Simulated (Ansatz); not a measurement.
The polar optical mode of KBr at 1 GPa, worked through

The calculation used Ansatz, DFT PBE, scalar-relativistic, plane waves, PAW. Cutoff 420 eV, 6×6×6 k-points (Γ-centred), fixed occupations. No spin polarisation. Phonons by linear response, acoustic sum rule imposed.

The cell, relaxed at 1 GPa:
Space group Fm-3m (No. 225). a = 6.565 Å, b = 6.565 Å, c = 6.565 Å, α = 90.00°, β = 90.00°, γ = 90.00°
```
atom site symmetry x y z
   K    4a m-3m  0.0000  0.0000  0.0000
  Br    4b m-3m  0.5000  0.0000  0.0000
```

Linear response gives ν_TO = 116.9 cm⁻¹, Born charges ±1.123 e (positive on K) and ε∞ = 2.572. The primitive cell holds 70.732 Å³, and the masses are 39.098 and 79.904 amu.

Problem. Find ν_LO and the static dielectric constant.

Solution. The long-wave field adds a restoring force: ω_LO² − ω_TO² = Z*²e²/(ε_vac ε∞ μV). In these units ν_LO² − ν_TO² = 4.92064×10⁷ Z*²/(μ V ε∞) cm⁻², with μ = m₁m₂/(m₁ + m₂) = 26.253 amu: 13002 cm⁻². So ν_LO = √(116.9² + 13002) = 163.3 cm⁻¹, and the run gives 163.3. Lyddane–Sachs–Teller then gives ε0 = ε∞ (ν_LO/ν_TO)² = 5.02, against 5.02 in the run (it forms both from the same three quantities, so the match checks the arithmetic only). Between ν_TO and ν_LO the dielectric function is negative and an undamped crystal reflects fully: a reststrahlen band from 61.2 to 85.6 μm.

Problem. What do the Clausius–Mossotti polarisability and the Szigeti charge come to?

Solution. With the Lorentz local field, α = (3V/4π)(ε∞ − 1)/(ε∞ + 2) = 5.80 Å³ for the pair, and e_S = 3Z*/(ε∞ + 2) = 0.74 e. The Born charge includes the electrons' response to the dipole's own local field, and e_S takes that enhancement out. The Lorentz field assumes point-like polarisable ions, a fair picture at this small ε∞.

Problem. How strongly does a slow electron couple to the LO mode?

Solution. For one isotropic parabolic band, Fröhlich's constant is α_F = (1/ε∞ − 1/ε0) √(m* Ry/ħω_LO), with Ry = 13.606 eV, ħω_LO = 20.2 meV and m* in free-electron masses: α_F = 0.1897 × 25.92 × √m* = 4.92 √m*. The band mass isn't part of this run; for m* = 0.1, 0.3 and 1 it gives 1.55, 2.69, 4.92. In weak coupling the polaron lies α_F ħω_LO below the band edge (55 meV at m* = 0.3) with a mass m*(1 + α_F/6); past α_F of about 5 or 6 that expansion fails. A semilocal functional's ε∞ tends to be too large, which taken alone lowers α_F.